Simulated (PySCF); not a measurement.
Atomic charges against the basis set

Compound: C4H9NO.
Bonds: C1–C2, C2–O3, O3–C4, C4–C5, C5–N6, C1–N6. Hydrogens: H7, H8 on C1; H9, H10 on C2; H11, H12 on C4; H13, H14 on C5; H15 on N6.

PBE0 throughout (PySCF), one geometry, spherical d and f functions. The structure is a single PBE0-D3(BJ)/def2-SVP conformer in the gas phase; no vibrational or solvent corrections. Atoms taken as equivalent share a column and are averaged.

Mulliken charges (e):

| basis | functions | C1/C5 | C2/C4 | O3 | N6 | H7/H8/H13/H14 | H9/H10/H11/H12 | H15 |
| --- | --- | --- | --- | --- | --- | --- | --- | --- |
| STO-3G | 39 | -0.082 | -0.054 | -0.217 | -0.328 | +0.086 | +0.075 | +0.172 |
| 6-31G | 72 | -0.223 | -0.082 | -0.507 | -0.544 | +0.182 | +0.161 | +0.291 |
| 6-31G* | 102 | -0.227 | -0.080 | -0.469 | -0.550 | +0.176 | +0.154 | +0.314 |
| def2-SVP | 129 | +0.027 | +0.159 | -0.407 | -0.314 | +0.039 | +0.021 | +0.111 |
| 6-311+G(2d,p) | 216 | -0.183 | -0.180 | -0.267 | -0.297 | +0.135 | +0.131 | +0.227 |
| def2-TZVP | 240 | -0.140 | -0.063 | -0.275 | -0.296 | +0.105 | +0.091 | +0.191 |

IAO charges (e):

```json
{"basis": "STO-3G", "functions": "39", "C1/C5": "-0.210", "C2/C4": "-0.151", "O3": "-0.219", "N6": "-0.306", "H7/H8/H13/H14": "+0.139", "H9/H10/H11/H12": "+0.125", "H15": "+0.189"}
{"basis": "6-31G", "functions": "72", "C1/C5": "-0.195", "C2/C4": "-0.103", "O3": "-0.377", "N6": "-0.402", "H7/H8/H13/H14": "+0.150", "H9/H10/H11/H12": "+0.136", "H15": "+0.235"}
{"basis": "6-31G*", "functions": "102", "C1/C5": "-0.170", "C2/C4": "-0.067", "O3": "-0.390", "N6": "-0.408", "H7/H8/H13/H14": "+0.138", "H9/H10/H11/H12": "+0.123", "H15": "+0.231"}
{"basis": "def2-SVP", "functions": "129", "C1/C5": "-0.165", "C2/C4": "-0.063", "O3": "-0.389", "N6": "-0.402", "H7/H8/H13/H14": "+0.134", "H9/H10/H11/H12": "+0.120", "H15": "+0.228"}
{"basis": "6-311+G(2d,p)", "functions": "216", "C1/C5": "-0.173", "C2/C4": "-0.070", "O3": "-0.405", "N6": "-0.427", "H7/H8/H13/H14": "+0.142", "H9/H10/H11/H12": "+0.128", "H15": "+0.241"}
{"basis": "def2-TZVP", "functions": "240", "C1/C5": "-0.172", "C2/C4": "-0.068", "O3": "-0.404", "N6": "-0.424", "H7/H8/H13/H14": "+0.141", "H9/H10/H11/H12": "+0.126", "H15": "+0.240"}
```

Some averages cover members that differ in this geometry, most widely: H9/H10/H11/H12, IAO in 6-31G +0.111 to +0.160; H9/H10/H11/H12, IAO in def2-SVP +0.098 to +0.142; H9/H10/H11/H12, IAO in 6-311+G(2d,p) +0.106 to +0.150; H9/H10/H11/H12, IAO in def2-TZVP +0.104 to +0.148 e.

Q: Which scheme is steadiest as the basis changes?

A: Largest range over the bases for any column: IAO 0.19 e, Mulliken 0.34 e. IAO charges move least and Mulliken charges most, counted in e. Without the minimal STO-3G basis the ranges are IAO 0.04, Mulliken 0.34 e.

Q: How much do the charges still move between the two largest bases, 6-311+G(2d,p) and def2-TZVP?

A: At most, over all atoms: Mulliken 0.118 e, IAO 0.003 e.

Q: What do the same runs give for the total energy, the frontier levels and the dipole moment?

A: 
| basis | energy (Eh) | HOMO (eV) | LUMO (eV) | μ (D) |
| --- | --- | --- | --- | --- |
| STO-3G | -283.8610 | -3.19 | 8.53 | 1.21 |
| 6-31G | -287.3646 | -5.82 | 2.41 | 1.49 |
| 6-31G* | -287.4569 | -5.91 | 2.57 | 1.24 |
| def2-SVP | -287.2542 | -6.03 | 1.74 | 1.25 |
| 6-311+G(2d,p) | -287.5489 | -6.23 | 0.31 | 1.22 |
| def2-TZVP | -287.5711 | -6.18 | 1.16 | 1.19 |

The dipole is fixed by the density alone, so its range of 0.30 D shows that the density itself changes with the basis, not only its division among atoms.
